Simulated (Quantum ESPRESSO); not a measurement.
# CaSe (Fm-3m): zone-centre phonons

Which modes does CaSe (Fm-3m) have at the zone centre?

Main program and level: Quantum ESPRESSO 7.5; DFT LDA, scalar-relativistic, plane waves, GBRV ultrasoft pseudopotentials.

The database entry behind the starting cell differs from later determinations by our own check (0.1 to 0.3 % short, probably kX units), so it need not match the best structure at ambient conditions.

**1. Set-up**

The structure is cubic, space group Fm-3m (No. 225). The conventional cell has a = 5.912 Å, b = 5.912 Å, c = 5.912 Å, α = 90.00°, β = 90.00°, γ = 90.00°. Nearest to Ca lie 6 Se at 2.96 Å. Nearest to Se lie 6 Ca at 2.96 Å. Farther neighbours and most contacts between anions are not listed.

**2. A probe with smearing**

Before anything dear is run, a loose run with smearing shows whether this is a metal and how far the cell is from rest.

probe.in reads:

```
&control
   calculation = 'scf'
   prefix = 'x'
   outdir = './tmp'
   pseudo_dir = './pseudo'
   tprnfor = .true.
   tstress = .true.
   verbosity = 'high'
/
&system
   ibrav = 0
   nat = 2
   ntyp = 2
   ecutwfc = 40.0
   ecutrho = 240.0
   occupations = 'smearing'
   smearing = 'gaussian'
   degauss = 0.01
/
&electrons
   conv_thr = 1.0d-07
   mixing_beta = 0.7
   electron_maxstep = 100
/
ATOMIC_SPECIES
 Ca     40.0780  Ca.upf
 Se     78.9710  Se.upf
CELL_PARAMETERS angstrom
     0.000000000    2.956000000    2.956000000
     2.956000000    0.000000000    2.956000000
     2.956000000    2.956000000    0.000000000
ATOMIC_POSITIONS crystal
 Ca     0.000000000   0.000000000   0.000000000
 Se     0.500000000   0.500000000   0.500000000
K_POINTS automatic
 6 6 6 0 0 0
```

Command:

```
> OMP_NUM_THREADS=1 mpirun -n 4 pw.x -nk 4 -in probe.in > probe.out
```

Log:

```text
[banners, grids, parts of the stress and lines that vanish by symmetry left out]
Program PWSCF v.7.5
     Message from routine setup:
     using ibrav=0 with symmetry is DISCOURAGED, use correct ibrav instead
[...]
kinetic-energy cutoff     =      40.0000  Ry
     charge density cutoff     =     240.0000  Ry
     scf convergence threshold =      1.0E-07
[...]
Exchange-correlation= SLA  PZ   NOGX NOGC
                           (   1   1   0   0   0   0   0)
[...]
48 Sym. Ops., with inversion, found
[...]
(     0          1          0      )
                  (     0          0          1      )
[...]
( -0.0000000  1.0000000  0.0000000 )
                  ( -0.0000000  0.0000000  1.0000000 )
[...]
(     1          0         -1      )
                  (     0          0         -1      )
[...]
(  0.0000000 -1.0000000 -0.0000000 )
[...]
(    -1          1          0      )
                  (     0          1         -1      )
[...]
( -1.0000000  0.0000000 -0.0000000 )
                  ( -0.0000000  1.0000000 -0.0000000 )
[...]
number of k points=    16  Gaussian smearing, width (Ry)=  0.0100
[...]
End of self-consistent calculation
[...]
the Fermi energy is     7.0712 ev
!    total energy              =    -118.40402745 Ry
[...]
convergence has been achieved in   6 iterations
[...]
atom    1 type  1   force =     0.00000000   -0.00000000    0.00000000
     atom    2 type  2   force =    -0.00000000    0.00000000   -0.00000000
[...]
Total force =     0.000000     Total SCF correction =     0.000000
[...]
total   stress  (Ry/bohr**3)                   (kbar)     P=      -31.21
[...]
XML data file, charge density, pseudopotentials, collected wavefunctions

   JOB DONE.
```

Elapsed: 5.8 s, on 4 MPI ranks of AMD EPYC (Zen 3), shared host.

This step gave:

```yaml
volume_per_atom: 25.83 Å³
pressure: -3.121 GPa
gap_on_the_k_mesh: 1.866 eV
```

A gap of 1.9 eV opens on this mesh, so the crystal is taken as an insulator; the start stands at -3.1 GPa.

**3. Relaxation**

The relaxation runs at a cutoff a fifth above that of the response, since stress converges more slowly with the basis than frequencies do. Forces and stress are brought to rest with tight thresholds.

relax.in reads:

```
&control
   calculation = 'vc-relax'
   prefix = 'x'
   outdir = './tmp'
   pseudo_dir = './pseudo'
   tprnfor = .true.
   tstress = .true.
   forc_conv_thr = 2.0d-05
   etot_conv_thr = 1.0d-07
   nstep = 40
/
&system
   ibrav = 0
   nat = 2
   ntyp = 2
   ecutwfc = 48
   ecutrho = 288.0
   occupations = 'fixed'
   nbnd = 10
/
&electrons
   conv_thr = 1.0d-11
   mixing_beta = 0.7
   electron_maxstep = 100
/
&ions
/
&cell
   press_conv_thr = 0.2
/
ATOMIC_SPECIES
 Ca     40.0780  Ca.upf
 Se     78.9710  Se.upf
CELL_PARAMETERS angstrom
     0.000000000    2.956000000    2.956000000
     2.956000000    0.000000000    2.956000000
     2.956000000    2.956000000    0.000000000
ATOMIC_POSITIONS crystal
 Ca     0.000000000   0.000000000   0.000000000
 Se     0.500000000   0.500000000   0.500000000
K_POINTS automatic
 8 8 8 0 0 0
```

Command:

```
> OMP_NUM_THREADS=1 mpirun -n 4 pw.x -nk 4 -in relax.in > relax.out
```

Log:

```text
[banners, grids, parts of the stress and lines that vanish by symmetry left out]
[banner, memory and clock lines left out]
Program PWSCF v.7.5

[...]
kinetic-energy cutoff     =      48.0000  Ry
     charge density cutoff     =     288.0000  Ry
     scf convergence threshold =      1.0E-11
[...]
energy convergence thresh.=      1.0E-07
     force convergence thresh. =      2.0E-05
     press convergence thresh. =      2.0E-01
     Exchange-correlation= SLA  PZ   NOGX NOGC
                           (   1   1   0   0   0   0   0)
[...]
48 Sym. Ops., with inversion, found
[...]
number of k points=    29
[...]
End of self-consistent calculation
[...]
highest occupied, lowest unoccupied level (ev):     5.7685    7.6367
!    total energy              =    -118.40423632 Ry
[...]
convergence has been achieved in  10 iterations
[...]
atom    1 type  1   force =     0.00000000   -0.00000000   -0.00000000
     atom    2 type  2   force =    -0.00000000   -0.00000000   -0.00000000
     Total force =     0.000000     Total SCF correction =     0.000000
[...]
total   stress  (Ry/bohr**3)                   (kbar)     P=      -31.20
[...]
number of bfgs steps    =   0
[...]
CELL_PARAMETERS (angstrom)
[...]
ATOMIC_POSITIONS (crystal)
Ca              -0.0000000000        0.0000000000        0.0000000000
Se               0.5000000000        0.5000000000        0.5000000000
[...]
New effective cutoffs (rho, wfc):  290.27   48.49
[...]
End of self-consistent calculation
[...]
highest occupied, lowest unoccupied level (ev):     5.9375    7.7664
!    total energy              =    -118.40526577 Ry
[...]
convergence has been achieved in   8 iterations
[...]
atom    1 type  1   force =    -0.00000000    0.00000000    0.00000000
     atom    2 type  2   force =    -0.00000000    0.00000000    0.00000000
     Total force =     0.000000     Total SCF correction =     0.000000
[...]
total   stress  (Ry/bohr**3)                   (kbar)     P=      -23.91
[...]
number of bfgs steps    =   1
[...]
CELL_PARAMETERS (angstrom)
[...]
ATOMIC_POSITIONS (crystal)
Ca              -0.0000000000       -0.0000000000        0.0000000000
Se               0.5000000000        0.5000000000        0.5000000000
[...]
New effective cutoffs (rho, wfc):  294.96   49.28
[...]
End of self-consistent calculation
[...]
highest occupied, lowest unoccupied level (ev):     6.1987    7.9648
!    total energy              =    -118.40625429 Ry
[...]
convergence has been achieved in   9 iterations
[...]
atom    1 type  1   force =    -0.00000000   -0.00000000    0.00000000
     atom    2 type  2   force =     0.00000000    0.00000000   -0.00000000
     Total force =     0.000000     Total SCF correction =     0.000000
[...]
total   stress  (Ry/bohr**3)                   (kbar)     P=      -11.90
[...]
number of bfgs steps    =   2
[...]
CELL_PARAMETERS (angstrom)
[...]
ATOMIC_POSITIONS (crystal)
[...]
New effective cutoffs (rho, wfc):  299.58   50.05
[...]
End of self-consistent calculation
[...]
highest occupied, lowest unoccupied level (ev):     6.4581    8.1598
!    total energy              =    -118.40654626 Ry
[...]
convergence has been achieved in  10 iterations
[...]
atom    1 type  1   force =     0.00000000    0.00000000    0.00000000
     atom    2 type  2   force =     0.00000000    0.00000000   -0.00000000
     Total force =     0.000000     Total SCF correction =     0.000000
[...]
total   stress  (Ry/bohr**3)                   (kbar)     P=        0.95
[...]
number of bfgs steps    =   3
[...]
CELL_PARAMETERS (angstrom)
[...]
ATOMIC_POSITIONS (crystal)
[...]
New effective cutoffs (rho, wfc):  299.24   49.99
[...]
End of self-consistent calculation
[...]
highest occupied, lowest unoccupied level (ev):     6.4389    8.1454
!    total energy              =    -118.40654800 Ry
[...]
convergence has been achieved in   9 iterations
[...]
atom    1 type  1   force =     0.00000000    0.00000000    0.00000000
     atom    2 type  2   force =     0.00000000    0.00000000    0.00000000
     Total force =     0.000000     Total SCF correction =     0.000000
[...]
total   stress  (Ry/bohr**3)                   (kbar)     P=       -0.03
[...]
number of bfgs steps    =   4
[...]
small trust_radius: resetting bfgs history
[...]
CELL_PARAMETERS (angstrom)
[...]
ATOMIC_POSITIONS (crystal)
[...]
New effective cutoffs (rho, wfc):  299.24   49.99
[...]
End of self-consistent calculation
[...]
highest occupied, lowest unoccupied level (ev):     6.4391    8.1455
!    total energy              =    -118.40654800 Ry
[...]
convergence has been achieved in   3 iterations
[...]
atom    1 type  1   force =     0.00000000    0.00000000    0.00000000
     atom    2 type  2   force =     0.00000000    0.00000000    0.00000000
     Total force =     0.000000     Total SCF correction =     0.000000
[...]
total   stress  (Ry/bohr**3)                   (kbar)     P=       -0.02
[...]
bfgs converged in   6 scf cycles and   5 bfgs steps
[...]
End of BFGS Geometry Optimization
     Final enthalpy           =    -118.4065479968 Ry
     File ./tmp/x.bfgs deleted, as requested
[...]
CELL_PARAMETERS (angstrom)
[...]
ATOMIC_POSITIONS (crystal)
Ca               0.0000000000       -0.0000000000       -0.0000000000
Se               0.5000000000        0.5000000000        0.5000000000
[...]
Final scf calculation at the relaxed structure.
[...]
kinetic-energy cutoff     =      48.0000  Ry
     charge density cutoff     =     288.0000  Ry
     scf convergence threshold =      1.0E-13
[...]
press convergence thresh. =      2.0E-01
     Exchange-correlation= SLA  PZ   NOGX NOGC
                           (   1   1   0   0   0   0   0)
[...]
48 Sym. Ops., with inversion, found
[...]
number of k points=    29
[...]
c_bands:  1 eigenvalues not converged
     c_bands:  1 eigenvalues not converged
[...]
End of self-consistent calculation
[...]
highest occupied, lowest unoccupied level (ev):     6.4391    8.1456
!    total energy              =    -118.40652912 Ry
[...]
convergence has been achieved in  12 iterations
[...]
atom    1 type  1   force =    -0.00000000    0.00000000   -0.00000000
     atom    2 type  2   force =     0.00000000   -0.00000000   -0.00000000
     Total force =     0.000000     Total SCF correction =     0.000000
[...]
total   stress  (Ry/bohr**3)                   (kbar)     P=       -0.05
[...]
XML data file, charge density, pseudopotentials, collected wavefunctions
```

Elapsed: 59 s, on 4 MPI ranks.

Relaxation path:

| step | energy less that of the first step (eV) | largest force (eV/Å) | pressure (GPa) | volume (Å³) |
| --- | --- | --- | --- | --- |
| 1 | 0.0000 | 0.0000 | -3.12 | 51.66 |
| 2 | -0.0140 | 0.0000 | -2.39 | 50.84 |
| 3 | -0.0275 | 0.0000 | -1.19 | 49.63 |
| 4 | -0.0314 | 0.0000 | 0.10 | 48.49 |
| 5 | -0.0315 | 0.0000 | 0.00 | 48.57 |
| 6 | -0.0315 | 0.0000 | 0.00 | 48.57 |
| 7 | -0.0312 | 0.0000 | -0.01 | 48.57 |

| conventional cell, symmetrised | before | after | change |
| --- | --- | --- | --- |
| a (Å) | 5.912 | 5.792 | -2.0 % |
| b (Å) | 5.912 | 5.792 | -2.0 % |
| c (Å) | 5.912 | 5.792 | -2.0 % |
| volume (Å³/atom) | 25.83 | 24.29 | -6.0 % |

Final coordinates:

```
Ca Se
1.0
     0.00000    2.89588    2.89588
     2.89588    0.00000    2.89588
     2.89588    2.89588    0.00000
Ca Se
1 1
Cartesian
  0.0000 0.0000 0.0000
  2.8959 2.8959 2.8959
```

The last row of the table of steps is pw.x's closing run on a basis chosen anew for the final cell, so its energy can jump.

This step gave:

```yaml
volume_per_atom: 24.29 Å³
pressure: -0.005 GPa
gap_on_the_k_mesh: 1.707 eV
```

The volume changes by -6.0 % from the cell with which this run began.

**4. Self-consistent run for the response**

The response is built on this ground state, so it is converged far tighter than an energy would need. With a gap, occupations are fixed, which also allows the response to an electric field.

scf.in reads:

```
&control
   calculation = 'scf'
   prefix = 'x'
   outdir = './tmp'
   pseudo_dir = './pseudo'
   tprnfor = .true.
   tstress = .true.
/
&system
   ibrav = 0
   nat = 2
   ntyp = 2
   ecutwfc = 40.0
   ecutrho = 240.0
   occupations = 'fixed'
   nbnd = 10
/
&electrons
   conv_thr = 1.0d-12
   mixing_beta = 0.7
   electron_maxstep = 100
/
ATOMIC_SPECIES
 Ca     40.0780  Ca.upf
 Se     78.9710  Se.upf
CELL_PARAMETERS angstrom
     0.000000000    2.895880309    2.895880309
     2.895880309    0.000000000    2.895880309
     2.895880309    2.895880309    0.000000000
ATOMIC_POSITIONS crystal
 Ca     0.000000000   0.000000000   0.000000000
 Se     0.500000000   0.500000000   0.500000000
K_POINTS automatic
 8 8 8 0 0 0
```

Command:

```
> OMP_NUM_THREADS=1 mpirun -n 4 pw.x -nk 4 -in scf.in > scf.out
```

Log:

```text
[banners, grids, parts of the stress and lines that vanish by symmetry left out]
[banner, memory and clock lines left out]
Program PWSCF v.7.5

[...]
kinetic-energy cutoff     =      40.0000  Ry
     charge density cutoff     =     240.0000  Ry
     scf convergence threshold =      1.0E-12
[...]
Exchange-correlation= SLA  PZ   NOGX NOGC
                           (   1   1   0   0   0   0   0)
[...]
48 Sym. Ops., with inversion, found
[...]
number of k points=    29
[...]
End of self-consistent calculation
[...]
highest occupied, lowest unoccupied level (ev):     6.4392    8.1456
!    total energy              =    -118.40639134 Ry
[...]
convergence has been achieved in  12 iterations
[...]
atom    1 type  1   force =    -0.00000000    0.00000000   -0.00000000
     atom    2 type  2   force =     0.00000000    0.00000000   -0.00000000
     Total force =     0.000000     Total SCF correction =     0.000000
[...]
total   stress  (Ry/bohr**3)                   (kbar)     P=       -0.19
[...]
XML data file, charge density, pseudopotentials, collected wavefunctions
```

Run time: 11 s. Hardware: 4 MPI ranks; 41 s of CPU time.

This step gave:

| Property | Result |
| --- | --- |
| pressure | -0.019 GPa |
| gap on the k-mesh | 1.706 eV |

The cell stands at -0.019 GPa, close enough for phonons.

(Part 1 of 2 ends here.)

[Host names and launcher messages were left out of these logs when they were recorded.]

[Logs are printed without paths, hosts, clocks, repeated set-up lines and the standing remarks that a program may print on its own settings, such as how far it seeks lower states.]

[Hosts, paths, dates, database ids (printed as entryN), source tags and the programs' standing remarks are cut or masked in the printed files.]
